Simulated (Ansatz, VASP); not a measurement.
Ge in VASP and in Ansatz

```
Ge
1.0
     0.00000    2.32519    2.32519
     2.32519    0.00000    2.32519
     2.32519    2.32519    0.00000
Ge
2
Direct
  0.87500 0.87500 0.87500
  0.12500 0.12500 0.12500
```

Change from the starting cell: volume scaled by 0.55, PAW files, source ansatz.

Alike in both runs: task single point; functional PBEsol; k mesh 13 × 13 × 13; occupations fermi-dirac, width 0.05 eV; no spin polarisation.

|  | VASP | Ansatz |
| --- | --- | --- |
| version | VASP 6.6.1 | Ansatz 0.2.0 |
| potentials or method | VASP PAW PBE potentials, release 64 (Ge_d) | PAW with other files of Ansatz's library (source ansatz), scalar-relativistic |
| plane-wave cutoff (eV) | 520 | 820 |
| valence electrons in the cell | 28 | 28 |

VASP gave:

| Item | Value |
| --- | --- |
| pressure (GPa) | 156.7 |

Task: Which values does Ansatz return?

Result: Pressure (GPa): 154.8.

Caveats: the cell as given lies far from equilibrium; so large a pressure means that the cell lies far from this level's equilibrium, or that cutoff or potentials fall short (VASP); the potentials were made for another functional, which shifts forces and pressure (VASP).
